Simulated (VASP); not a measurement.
Set up this calculation in VASP 6.6.1, as the native input.

```
Task                   : band structure
Functional             : revTPSS
Potentials or basis    : VASP PAW PBE potentials, release 64 (C)
Cutoff                 : 520 eV
k mesh                 : 13 × 13 × 13
Occupations            : fermi-dirac, width 0.05 eV
Spin                   : no spin polarisation
Further INCAR settings : ALGO = Normal; EDIFF = 1e-07
```

The structure of C lies in POSCAR:

```
C
1.0
    0.0000000000      1.7833700000      1.7833700000
    1.7833700000      0.0000000000      1.7833700000
    1.7833700000      1.7833700000      0.0000000000
C
2
Direct
    0.7500000000      0.7500000000      0.7500000000
    0.5000000000      0.5000000000      0.5000000000
```

This isn't the form of C at room conditions, which is graphite.

The input as run:

INCAR

```
SYSTEM = C
PREC = Accurate
ENCUT = 520
EDIFF = 1E-7
ISMEAR = -1
SIGMA = 0.05
LREAL = .FALSE.
LASPH = .TRUE.
NELM = 60
ALGO = Normal
ISIF = 2
LWAVE = .FALSE.
LCHARG = .FALSE.
METAGGA = RTPSS
LMIXTAU = .TRUE.
```

KPOINTS

```
regular mesh
0
G
  13 13 13
  0 0 0
```

KPOINTS_OPT

```
path GXWKGLUWLK,UX
10
line-mode
reciprocal
 0.0000000000  0.0000000000  0.0000000000  G
 0.5000000000  0.0000000000  0.5000000000  X

 0.5000000000  0.0000000000  0.5000000000  X
 0.5000000000  0.2500000000  0.7500000000  W

 0.5000000000  0.2500000000  0.7500000000  W
 0.3750000000  0.3750000000  0.7500000000  K

 0.3750000000  0.3750000000  0.7500000000  K
 0.0000000000  0.0000000000  0.0000000000  G

 0.0000000000  0.0000000000  0.0000000000  G
 0.5000000000  0.5000000000  0.5000000000  L

 0.5000000000  0.5000000000  0.5000000000  L
 0.6250000000  0.2500000000  0.6250000000  U

 0.6250000000  0.2500000000  0.6250000000  U
 0.5000000000  0.2500000000  0.7500000000  W

 0.5000000000  0.2500000000  0.7500000000  W
 0.5000000000  0.5000000000  0.5000000000  L

 0.5000000000  0.5000000000  0.5000000000  L
 0.3750000000  0.3750000000  0.7500000000  K

 0.6250000000  0.2500000000  0.6250000000  U
 0.5000000000  0.0000000000  0.5000000000  X
```

Potentials or basis: VASP PAW PBE potentials, release 64 (C).

Command:

```sh
$ cat potpaw_PBE.64/C/POTCAR > POTCAR
$ mpirun -np 1 vasp_std > vasp.out
```

It gave:

* Pressure: -1.6 GPa
* Band gap on the k mesh: 4.02 eV, indirect (least direct gap 5.76 eV)
* Band gap along the path: 4.03 eV, indirect (least direct gap 5.76 eV)

Caveat: the PAW data sets were made with another functional, which shifts forces and pressure a little.

Wall time 49 s on 1 thread of Intel(R) Xeon(R) Platinum 8488C (Sapphire Rapids) (shared host), peak memory 0.12 GiB.
